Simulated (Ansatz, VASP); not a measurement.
# One calculation of Mg, two programs

```xyz
1
Lattice="-1.7795 1.7795 1.7795 1.7795 -1.7795 1.7795 1.7795 1.7795 -1.7795" Properties=species:S:1:pos:R:3 pbc="T T T"
Mg    0.0000    0.0000    0.0000
```

Alike in both runs: functional r2SCAN; k mesh 6 × 6 × 6; occupations gaussian, width 0.1 eV; no spin polarisation.

Ansatz relaxed the structure, and its values are those at the end. VASP's run is a single point on that final structure, the one shown.

|  | VASP | Ansatz |
| --- | --- | --- |
| version | VASP 6.6.1 | Ansatz 0.2.0 |
| potentials or method | VASP PAW PBE potentials, release 64 (Mg) | scalar-relativistic, plane waves, PAW |
| plane-wave cutoff (eV) | 520 | 500 |
| valence electrons in the cell | 2 | 10 |

```tsv
	VASP	Ansatz	Ansatz less VASP
gap on the k mesh at the Fermi level (eV)	none	none	-
pressure (GPa)	-0.1	0.1	+0.27
```

A gap of «none» marks a metal or a gap that the smearing closes. The functional is the same, so the differences come from potentials, cutoffs and numerics. The two sets of potentials don't hold the same shells in valence.

Caveats: the k mesh is coarse (spacing up to 0.42 Å⁻¹), so the values aren't converged; the PAW data sets were made with another functional, which shifts forces and pressure a little (VASP).
